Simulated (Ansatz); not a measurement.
# KCl: changing the functional

Space group Fm-3m (No. 225). a = 6.293 Å, b = 6.293 Å, c = 6.293 Å, α = 90.00°, β = 90.00°, γ = 90.00°
| atom | site | symmetry | x | y | z |
| --- | --- | --- | --- | --- | --- |
| K | 4a | m-3m | 0.0000 | 0.0000 | 0.0000 |
| Cl | 4b | m-3m | 0.5000 | 0.0000 | 0.0000 |

Kept alike: task single point; k mesh 6 × 6 × 6; occupations fermi-dirac, width 0.05 eV; no spin polarisation. Program: Ansatz, PAW datasets made for the crystal. Cutoffs run from 220 to 250 eV. The mesh is that of the run's cell of 2 atoms. No spin-orbit coupling.

| run | band gap (eV) |
| --- | --- |
| A | 7.237 |
| B | 5.189 |
| C | 6.499 |

A gap read on the mesh alone can miss an edge between its points.

Task: The runs differ in the functional (and the cutoff that goes with it) alone: HSE06; PBE; PBE0. Which run is which?

Result: Run A is PBE0; run B is PBE; run C is HSE06. The band gap runs from 5.189 (PBE) to 7.237 eV (PBE0). From PBE: HSE06 +1.310; PBE0 +2.048.
